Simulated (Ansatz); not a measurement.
**MgS (wurtzite): gap against strain (epitaxial in the xy plane)**

Wurtzite MgS, relaxed with r2SCAN in the PAW code Ansatz, then strained (epitaxial in the xy plane; changes of length per length, axes as in the cell below) with the atoms relaxed again within the symmetry that is left. Space group P6_3mc (No. 186), hexagonal; conventional cell a = 4.029 Å, c = 6.454 Å, 22.68 Å³ an atom. Around Mg lie 4 S at 2.45–2.46 Å; around S lie 4 Mg at 2.45–2.46 Å. The cell comes from a prototype generator: it can be a known phase or a hypothetical one. Spin polarisation is off.

```
Mg S
1.0
     4.02863    0.00000    0.00000
    -2.01431    3.48889    0.00000
     0.00000    0.00000    6.45439
Mg S
2 2
Direct
  0.33333 0.66667 0.99713
  0.66667 0.33333 0.49713
  0.33333 0.66667 0.37787
  0.66667 0.33333 0.87787
```

Gaps are the least over each mesh (PBE 12×12×4, r2SCAN 12×12×4, HSE06 6×6×4 when unstrained) and the special points, which keep their unstrained names; stress is the change from the unstrained cell, compression positive.

| strain (%) | free normal strain (%) | gap, PBE (eV) | gap, r2SCAN (eV) | gap, HSE06 (eV) | edges, HSE06 | in-plane stress, r2SCAN (GPa) | energy rise, r2SCAN (meV/atom) |
| --- | --- | --- | --- | --- | --- | --- | --- |
| -4.0 | +3.61 | 3.536 | 4.215 | 4.606 | Γ | +4.45 | 24.1 |
| 0.0 | 0.00 | 3.473 | 4.148 | 4.533 | Γ | 0.00 | 0.0 |
| +2.5 | -2.61 | 3.170 | 3.829 | 4.211 | Γ | -2.26 | 8.3 |
| +4.9 | -6.11 | 2.888 | 3.535 | 3.910 | Γ | -3.79 | 29.2 |
| +5.0 | -6.23 | 2.877 | 3.523 | 3.898 | Γ | -3.86 | 30.3 |

Between zero and the nearest strains the slope of the HSE06 gap against strain is -0.018 eV per percent for negative and -0.129 for positive strain.

The meshes of the hybrids are coarse, so their gaps aren't converged to the digits shown.
